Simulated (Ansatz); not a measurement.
# Ti₂O: how the axes shrink under pressure

Ti₂O, P-3m1, a = 2.951 Å, c = 4.814 Å. The structure is a COD entry; whether it is the stable form wasn't checked. Ansatz: r2SCAN, PAW, 500 eV, Γ-centred 18×18×10 mesh on 3 atoms, Gaussian smearing 0.10 eV; no spin polarisation. Cell and atoms are relaxed at each pressure, and no other structure is tried, so the rows at high pressure may lie past a change of phase. y = 100 ln(c/c0) with c0 = 4.8140 Å, so nearly a change in per cent. The pressures are the targets, met within 0.04 GPa.

| P (GPa) | y | 100 ln(a/a0) |
| --- | --- | --- |
| -3.0 | ? | ? |
| 0.0 | 0.00 | 0.00 |
| 3.0 | -0.45 | -0.51 |
| 8.0 | -1.14 | -1.31 |
| 15.0 | -2.00 | -2.31 |
| 30.0 | -3.55 | -4.17 |
| 60.0 | -5.91 | -7.10 |

**Question.** Fit y = c1 P + c2 P² to the other rows, give the linear compressibility along c, and predict the missing y.

**Answer.** Least squares on the rows shown. y = −0.1420 P + 0.0007277 P². The linear compressibility along c is −c1/100 = 1.42 per TPa, against 1.63 along a from the same fit to the last column (its missing entry is 0.54): the crystal is softer along a at low pressure. The runs next to zero pressure give 1.53 and 1.77, so a parabola over the whole range misstates the start. With a term in P³ added, the coefficient of P becomes -0.1527, 8 % more, which shows how far this figure hangs on the form. At P = -3.0 the fit asked for gives 0.43. The run gave 0.46, so the fit is 0.03 too low, within the rms miss on the fitted rows (0.04).

Spin polarisation was left out, and a magnetic state may lie lower.